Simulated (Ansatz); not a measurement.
**Si2Mo: stress in a strained cell**

Aim: deform Si2Mo (equal xy, yz and zx engineering shear strains of +2 %) and compute stress, forces and field gradients with LAPW, PAW and all-electron datasets made for the crystal.

Computed with Ansatz 0.2.0 (DFT PBEsol, scalar-relativistic, unless a step's input says otherwise).

### Step 1. The structure to begin with

Symmetry: I4/mmm, No. 139, tetragonal system. Conventional cell: a = 3.200 Å, b = 3.200 Å, c = 7.861 Å, α = 90.00°, β = 90.00°, γ = 90.00°. Si (site symmetry 4mm) is surrounded by 5 Si at 2.61 to 2.63 Å and 5 Mo at 2.62 Å. Mo (site symmetry 4/mmm) is surrounded by 10 Si at 2.62 Å.

As a file:

```xyz
3
Lattice="-1.6000 1.6000 3.9305 1.6000 -1.6000 3.9305 1.6000 1.6000 -3.9305" Properties=species:S:1:pos:R:3 pbc="T T T"
Si    0.0000    0.0000    2.6177
Si    0.0000    0.0000    5.2433
Mo    0.0000    0.0000    0.0000
```

Atoms are numbered in the order of the input: Si1, Si2, Mo3.

### Step 2. The deformed structure

Space group I4/mmm before, C2/m after.

### Step 3. All-electron LAPW

The input, input.yaml:

```yaml
crystal:
  lattice:
    - [-1.544695, 1.623305, 3.9305]
    - [1.623305, -1.544695, 3.9305]
    - [1.576695, 1.576695, -3.8985]
  atoms:
    - { symbol: Si, position: [0.333, 0.333, 0.0] }
    - { symbol: Si, position: [0.667, 0.667, 0.0] }
    - { symbol: Mo, position: [0.0, 0.0, 0.0] }
kpoints:
  mp_grid: { grid: [16, 16, 16] }
  band_path:
    path:
      - [0.0, 0.0, 0.0]
      - [0.5, 0.5, -0.5]
      - [0.9090867848, 0.0909132152, -0.5]
      - [0.0909132152, -0.0909132152, -0.5]
      - [0.0, 0.0, -0.5]
      - [0.0, 0.0, 0.0]
      - [0.5, -0.5, 0.0]
      - [0.5, 0.0, -0.5]
      - [0.0, 0.0, 0.0]
    npoints: 5
scf:
  occupations: { method: fermi_dirac, width: 0.08 }
hamiltonian:
  xc: pbesol
  pseudopotentials: { kind: all_electron, lapw: { basis_error: 0.001 } }
output:
  forces: true
  stress: true
  eigenvalues: true
```

Command:

```console
$ ansatz run input.yaml --threads 1 --pin off --max-ram 4096MiB --backend cpu --events-out ev --progress --plain --runs-dir out
```

### Step 4. PAW on the default files

The input, input.yaml:

```yaml
crystal:
  lattice:
    - [-1.544695, 1.623305, 3.9305]
    - [1.623305, -1.544695, 3.9305]
    - [1.576695, 1.576695, -3.8985]
  atoms:
    - { symbol: Si, position: [0.333, 0.333, 0.0] }
    - { symbol: Si, position: [0.667, 0.667, 0.0] }
    - { symbol: Mo, position: [0.0, 0.0, 0.0] }
kpoints:
  mp_grid: { grid: [16, 16, 16] }
scf:
  occupations: { method: fermi_dirac, width: 0.08 }
hamiltonian:
  xc: pbesol
  pseudopotentials: { kind: paw }
output:
  forces: true
  stress: true
  eigenvalues: true
  efg: { contact_densities: true }
```

### Step 5. All-electron PAW on datasets made for the crystal

Edit input.yaml of step 4 so:

```diff
@@ -15,3 +15,3 @@
   xc: pbesol
-  pseudopotentials: { kind: paw }
+  pseudopotentials: { kind: all_electron, datasets: crystal }
 output:
```

(Steps that only read results are left out.)

Before running it: what results should come out? Wanted: pressure; largest shear or deviatoric stress.

As calculated:

| quantity | value |
| --- | --- |
| pressure | LAPW -2.40, PAW -2.44, crystal datasets -2.40 GPa |
| largest shear or deviatoric stress (LAPW) | 3.85 GPa |

The largest part of the stress beyond the pressure is 3.85 GPa in size; the atoms are carried along and not relaxed. No run of the undeformed cell stands beside it, so pressure and stress hold what the given cell had before the change, as far as its symmetry allows. PAW: stress within 0.05 GPa of LAPW, forces within 1 meV/Å. Crystal datasets: stress within 0.01 GPa of LAPW, forces within 1 meV/Å.
